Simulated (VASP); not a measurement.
# Y in VASP: work function with PBE

Aim: the work function of Y with PBE.

Everything below comes from runs of VASP 6.6.1. Logs are shortened: lines on timing, memory, paths and dates and some standing lists are left out, and cuts for length are marked.

### Step 1. The cell of the first run

The cell holds a slab with vacuum, 4 atoms: a = 3.651 Å, b = 3.651 Å, c = 23.621 Å, α = 90.00°, β = 90.00°, γ = 120.00°.

The slab is cut from a database's or a generator's crystal, which needn't be the stable form of the element.

### Step 2. Work function, PBE (the (0 0 1) slab of Y, cut from the database cell, not relaxed)

File INCAR:

```
PREC = Accurate ; ENCUT = 520
EDIFF = 1E-6 ; ISMEAR = 0
SIGMA = 0.05 ; LREAL = F
LASPH = T ; NELM = 100
ALGO = Normal ; ISIF = 2
LWAVE = F ; LCHARG = T
LDIPOL = T ; IDIPOL = 3
DIPOL = 0.5 0.5 0.500 ; GGA = PE
LELF = T ; LVHAR = T
LVACPOTAV = T
```

File KPOINTS:

```
Automatic mesh
0
Gamma
  8 8 1
```

File POSCAR:

```
Y
1.0
    3.6514992371      0.0000000000      0.0000000000
   -1.8257496186      3.1622911012      0.0000000000
    0.0000000000      0.0000000000     23.6211000000
Y
4
Direct
    0.6666666667      0.3333333334      0.3175127323
    0.3333333333      0.6666666666      0.4391709108
    0.6666666667      0.3333333334      0.5608290892
    0.3333333333      0.6666666666      0.6824872677
```

Potentials or basis: VASP PAW PBE potentials, release 64 (Y_sv).

The run is started by

```sh
cat potpaw_PBE.64/Y_sv/POTCAR > POTCAR
mpirun -np 1 vasp_std > vasp.out
```

OUTCAR:

```text
PREC = Accurate
   ENCUT = 520
   EDIFF = 1E-6
   ISMEAR = 0
   LREAL = F
   LASPH = T
   NELM = 100
   ISIF = 2
   GGA = PE

 ion  position               nearest neighbor table
   1  0.667  0.333  0.318-   2 3.56   2 3.56   2 3.56
   2  0.333  0.667  0.439-   3 3.56   3 3.56   3 3.56   1 3.56   1 3.56   1 3.56
   3  0.667  0.333  0.561-   2 3.56   2 3.56   2 3.56   4 3.56   4 3.56   4 3.56
   4  0.333  0.667  0.682-   3 3.56   3 3.56   3 3.56

  LATTYP: Found a hexagonal cell.
 ALAT       =     3.6514992371
 C/A-ratio  =     6.4688771560

  Lattice vectors:

 A1 = (   3.6514992371,   0.0000000000,   0.0000000000)
 A2 = (  -1.8257496186,   3.1622911012,   0.0000000000)
 A3 = (   0.0000000000,   0.0000000000,  23.6211000000)

Analysis of symmetry for initial positions (statically):
=====================================================================
 Subroutine PRICEL returns:
 Original cell was already a primitive cell.

 Routine SETGRP: Setting up the symmetry group for a
 hexagonal supercell.

 Subroutine GETGRP returns: Found 12 space group operations
 (whereof 12 operations were pure point group operations)
 out of a pool of 24 trial point group operations.

The static configuration has the point symmetry D_3d.

Analysis of symmetry for dynamics (positions and initial velocities):
=====================================================================
 Subroutine PRICEL returns:
 Original cell was already a primitive cell.

 Routine SETGRP: Setting up the symmetry group for a
 hexagonal supercell.

 Subroutine GETGRP returns: Found 12 space group operations
 (whereof 12 operations were pure point group operations)
 out of a pool of 24 trial point group operations.

The dynamic configuration has the point symmetry D_3d.

 Subroutine INISYM returns: Found 12 space group operations
 (whereof 12 operations are pure point group operations),
 and found     1 'primitive' translations

----------------------------------------------------------------------------------------

                                     Primitive cell

  volume of cell :     272.7553

  direct lattice vectors                    reciprocal lattice vectors
     3.651499237  0.000000000  0.000000000     0.273860115  0.158113211  0.000000000
    -1.825749619  3.162291101  0.000000000     0.000000000  0.316226422  0.000000000
     0.000000000  0.000000000 23.621100000     0.000000000  0.000000000  0.042335031

[... 77 lines left out ...]
   NFREE  =      0    steps in history (QN), initial steepest desc. (CG)
   ISIF   =      2    stress and relaxation
   ISYM   =      2    0-nonsym 1-usesym 2-fastsym
   POTIM  = 0.5000    time-step for ionic-motion
   TEBEG  =    0.0;   TEEND  =   0.0 temperature during run
   PSTRESS=    0.0 pullay stress
   NELECT =      44.0000    total number of electrons
   NUPDOWN=      -1.0000    fix difference up-down
   EMIN   =  10.00;   EMAX   =-10.00  energy-range for DOS
   EFERMI =   0.00;   METHOD = LEGACY
   ISMEAR =     0;   SIGMA  =   0.05  broadening in eV -4-tet -1-fermi 0-gaus
   EFERMI_NEDOS =   21; number of points for ismear=-14 and -15
   IALGO  =     38    algorithm
   IMIX   =      4    mixing-type and parameters
     AMIX     =   0.40;   BMIX     =  1.00
     AMIX_MAG =   1.60;   BMIX_MAG =  1.00
  volume/ion in A,a.u.               =      68.19       460.16
  Fermi-wavevector in a.u.,A,eV,Ry     =   0.891185  1.684096 10.805899  0.794211
  Thomas-Fermi vector in A             =   2.012973
   LORBIT       =      0    0 simple, 1 ext, 2 COOP (PROOUT), +10 PAW based schemes
   GGA     = PE    functional components
   LHFCALC =     F    Hartree Fock is set to
   AEXX    =    0.0000 exact exchange contribution
   IVDW    =     0    specifies the selected vdW correction
   LEPSILON=     F    determine dielectric tensor
   LRPA    =     F    only Hartree local field effects (RPA)
 non-spin polarized calculation
 Gauss-broadening in eV      SIGMA  =   0.05
  energy-cutoff  :      520.00
  volume of cell :      272.76
 maximum number of plane-waves:      7359
 NGX is ok and might be reduce to    28
   NGX = 13   NGY = 13   NGZ = 87

 dipolmoment           0.000000      0.000000      0.000000 electrons x Angstroem

 number of electron      44.0000002 magnetization

 dipolmoment           0.000000      0.000000     -0.000000 electrons x Angstroem

 Free energy of the ion-electron system (eV)
  ---------------------------------------------------
  ext. energy  EPLUGINS =         0.00000000
  ---------------------------------------------------
  free energy    TOTEN  =       -24.25990353 eV

  energy without entropy =      -24.24800894  energy(sigma->0) =      -24.25395624

 E-fermi :  -0.0831     XC(G=0):  -5.3446

 val. band max:       -0.1089678400   @ k =   0.2500   0.0000   0.0000
 cond. band min:      -0.0735597704   @ k =   0.1250   0.1250   0.0000
 fundamental gap:      0.0354080695
 Fermi energy:        -0.0831373210

 k-point     1 :       0.0000    0.0000    0.0000
  band No.  band energies     occupation
      1     -43.2746      2.00000
      2     -43.2746      2.00000
      3     -42.6872      2.00000
      4     -42.6525      2.00000
      5     -23.3406      2.00000
      6     -23.3290      2.00000
[... 279 lines left out ...]
     25       0.4084      0.00000
     26       0.4718      0.00000

------------------------ aborting loop because EDIFF is reached ----------------------------------------

  FORCE on cell =-STRESS in cart. coord.  units (eV):
  Direction    XX          YY          ZZ          XY          YZ          ZX
  --------------------------------------------------------------------------------------
  -------------------------------------------------------------------------------------
  Total       -1.5228260     -1.5228260     -1.2002468      0.0000000      0.0000000     -0.0000000
  in kB       -8.9451510     -8.9451510     -7.0503058      0.0000000      0.0000000     -0.0000000
  external PRESSURE =      -8.3135359 kB  Pullay stress =       0.0000000 kB

 VOLUME and BASIS-vectors are now :
 -----------------------------------------------------------------------------
  energy-cutoff  :      520.00
  volume of cell :      272.76
      direct lattice vectors                 reciprocal lattice vectors
     3.651499237  0.000000000  0.000000000     0.273860115  0.158113211  0.000000000
    -1.825749619  3.162291101  0.000000000     0.000000000  0.316226422  0.000000000
     0.000000000  0.000000000 23.621100000     0.000000000  0.000000000  0.042335031

 POSITION                                       TOTAL-FORCE (eV/Angst)
 -----------------------------------------------------------------------------------
      1.82575      1.05410      7.50000         0.000000     -0.000000      0.191725
     -0.00000      2.10819     10.37370         0.000000      0.000000     -0.159966
      1.82575      1.05410     13.24740        -0.000000     -0.000000      0.159966
     -0.00000      2.10819     16.12110        -0.000000      0.000000     -0.191725
 -----------------------------------------------------------------------------------
    total drift:                               -0.000000      0.000000      0.000000

  FREE ENERGIE OF THE ION-ELECTRON SYSTEM (eV)
  ---------------------------------------------------
  free  energy   TOTEN  =       -24.2599035295 eV

  energy  without entropy=      -24.2480089410  energy(sigma->0) =      -24.25395624

 vacuum level on the upper side and lower side of the slab         3.165         3.165
```

OSZICAR:

```text
N       E                     dE             d eps       ncg     rms          rms(c)
DAV:   1     0.234947221645E+03    0.23495E+03   -0.22115E+04   650   0.146E+03
DAV:   2     0.281348949813E+01   -0.23213E+03   -0.22951E+03   612   0.348E+02
DAV:   3    -0.238130180905E+02   -0.26627E+02   -0.26271E+02   868   0.605E+01
[... 21 lines left out ...]
DAV:  25    -0.242598892121E+02   -0.29174E-04   -0.24394E-06   504   0.613E-03    0.160E-02
DAV:  26    -0.242598954098E+02   -0.61978E-05   -0.11811E-06   392   0.370E-03    0.408E-03
DAV:  27    -0.242599017870E+02   -0.63771E-05   -0.74142E-07   396   0.344E-03    0.309E-03
DAV:  28    -0.242599031245E+02   -0.13375E-05   -0.11959E-07   364   0.157E-03    0.100E-03
DAV:  29    -0.242599035295E+02   -0.40500E-06   -0.31445E-08   372   0.735E-04
   1 F= -.24259904E+02 E0= -.24253956E+02  d E =-.118946E-01
```

stdout:

```text
POSCAR found type information on POSCAR Y
 POSCAR found :  1 types and       4 ions
 scaLAPACK will be used
 LDA part: xc-table for (Slater+PW92), standard interpolation
 POSCAR, INCAR and KPOINTS ok, starting setup
 FFT: planning ... GRIDC
 FFT: planning ... GRID_SOFT
 FFT: planning ... GRID
 WAVECAR not read
 entering main loop
 -----------------------------------------------------------------------------
|                                                                             |
|           W    W    AA    RRRRR   N    N  II  N    N   GGGG   !!!           |
|           W    W   A  A   R    R  NN   N  II  NN   N  G    G  !!!           |
|           W    W  A    A  R    R  N N  N  II  N N  N  G       !!!           |
|           W WW W  AAAAAA  RRRRR   N  N N  II  N  N N  G  GGG   !            |
|           WW  WW  A    A  R   R   N   NN  II  N   NN  G    G                |
|           W    W  A    A  R    R  N    N  II  N    N   GGGG   !!!           |
|                                                                             |
|     Did not find any points to average over, which means that no vacuum     |
|     field-free region was found. Please increase the size of  your cell     |
|     in the dimension of the dipole correction to obtain accurate            |
|     workfunction values.                                                    |
|                                                                             |
 -----------------------------------------------------------------------------
```

Run time: 2.2 min. Hardware: 1 thread of Intel Xeon Platinum 8488C (Sapphire Rapids), shared host; peak memory 0.36 GiB.

What came out:

```yaml
Free_energy: -24.2599 eV
Largest_force: 0.192 eV/Å
Band_gap_on_the_k_mesh: none (metal or under the smearing width)
Work_function_of_the_upper_face: 3.25 eV
Work_function_of_the_lower_face: 3.25 eV
```

Forces on the atoms (eV/Å):
```
Y    0.000  0.000  0.192
Y    0.000  0.000 -0.160
Y    0.000  0.000  0.160
Y    0.000  0.000 -0.192
```

Levels at points of the mesh, in eV from the Fermi level:
| k point | band 18 | band 19 | band 20 | band 21 | band 22 | band 23 | band 24 | band 25 | band 26 |
| --- | --- | --- | --- | --- | --- | --- | --- | --- | --- |
| (0.00, 0.00, 0.00) | -3.80 | -2.91 | -2.08 | 0.15 | 0.19 | 0.75 | 1.06 | 1.54 | 1.54 |
| (0.50, 0.00, 0.00) | -1.57 | -1.36 | -1.19 | -0.60 | -0.24 | -0.06 | 0.50 | 0.62 | 1.28 |
